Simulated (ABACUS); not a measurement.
Write the native input for ABACUS 3.10.1 that does the following.

- Task: single point
- Functional: PBE
- Potentials or basis: PseudoDojo NC SR 0.4.1 PBE standard
- Cutoff: 776 eV
- Density cutoff: 3102 eV
- Basis: plane waves
- k mesh: 7 × 7 × 7
- Occupations: fermi-dirac, width 0.05 eV
- Spin: no spin polarisation
- Radial cutoff of the potentials (pseudo_rcut): 10 bohr
- SCF threshold on the density: 1e-08
- Max SCF steps: 100
- Eigensolver: dav
- Mixing: broyden
- Mixing share: 0.7
- Symmetry key: 1
- Bands: 22

Crystal: S.

```
CELL_PARAMETERS angstrom
5.40900 3.12289 1.42667
-5.40900 3.12289 1.42667
0.00000 -6.24578 1.42667
ATOMIC_POSITIONS crystal
S 0.85170 0.08270 0.74910
S 0.08270 0.74910 0.85170
S 0.74910 0.85170 0.08270
S 0.14830 0.91730 0.25090
S 0.91730 0.25090 0.14830
S 0.25090 0.14830 0.91730
```

This isn't the form of S at room conditions, which is orthorhombic, of S8 rings.

One way to write it, as run:

INPUT

```
INPUT_PARAMETERS
suffix              S
calculation         scf
basis_type          pw
pseudo_dir          ./
symmetry            1
dft_functional      pbe
ecutwfc             57
pseudo_rcut         10
nspin               1
nbands              22
ks_solver           dav
smearing_method     fd
smearing_sigma      0.00367493
scf_thr             1e-08
scf_nmax            100
mixing_type         broyden
mixing_beta         0.7
cal_force           1
cal_stress          1
kpar                4
```

STRU

```
ATOMIC_SPECIES
S 32.0600 S.upf

LATTICE_CONSTANT
1.8897261246

LATTICE_VECTORS
5.4090000000 3.1228876060 1.4266666667
-5.4090000000 3.1228876060 1.4266666667
0.0000000000 -6.2457752121 1.4266666667

ATOMIC_POSITIONS
Direct

S
0.0
6
0.8517000000 0.0827000000 0.7491000000 1 1 1
0.0827000000 0.7491000000 0.8517000000 1 1 1
0.7491000000 0.8517000000 0.0827000000 1 1 1
0.1483000000 0.9173000000 0.2509000000 1 1 1
0.9173000000 0.2509000000 0.1483000000 1 1 1
0.2509000000 0.1483000000 0.9173000000 1 1 1
```

KPT

```
K_POINTS
0
Gamma
7 7 7 0 0 0
```

Potentials or basis: PseudoDojo NC SR 0.4.1 PBE standard, plane waves.

Command:

```console
$ OMP_NUM_THREADS=1 mpirun -np 4 abacus > log
```

It gave:

The pressure is 2.9 GPa and the largest force is 0.418 eV/Å. The band gap on the k mesh is 2.12 eV, indirect (least direct gap 2.20 eV).

Caveat: an odd mesh through Γ misses points on the zone boundary, where band edges often lie.

Wall time 37 s on 4 MPI ranks on AMD EPYC 9R45 96-Core Processor (Zen 5) (shared host), peak memory 0.68 GiB a rank.
